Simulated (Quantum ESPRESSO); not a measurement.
**Ni in Quantum ESPRESSO: the effect of target pressure**

Crystal: Ni.

```
Ni
1.0
     2.44802    0.00000    0.00000
    -1.22401    2.12005    0.00000
     0.00000    0.00000    4.07281
Ni
2
Cartesian
  1.2240 0.7067 3.0546
  0.0000 1.4134 1.0182
```

This isn't the form of Ni at room conditions, which is fcc.

Alike in all runs:

```yaml
Program: Quantum ESPRESSO 7.5
Task: relaxation of cell and atoms
Functional: PBEsol
Potentials_or_basis: GBRV 1.5 PBEsol
Cutoff: 707 eV
Density_cutoff: 5633 eV
k_mesh: 10 × 10 × 6
Occupations: fermi-dirac, width 0.05 eV
Spin: collinear spin, ferromagnetic start
Starting_moments: "[1.0, 1.0] μB"
```

Each run relaxes the cell or the atoms first.

One run gave: relaxed volume 10.01 Å³/atom; moment 1.34 μB. Which target pressure did it use?
A. 0 GPa
B. 20 GPa
C. 30 GPa
D. 2 GPa
E. 10 GPa

E.

| target pressure | relaxed volume (Å³/atom) | moment (μB) |
| --- | --- | --- |
| 0 GPa | 10.42 | 1.35 |
| 2 GPa | 10.33 | 1.35 |
| 5 GPa | 10.20 | 1.35 |
| 10 GPa | 10.01 | 1.34 |
| 20 GPa | 9.68 | 1.33 |
| 30 GPa | 9.41 | 1.32 |
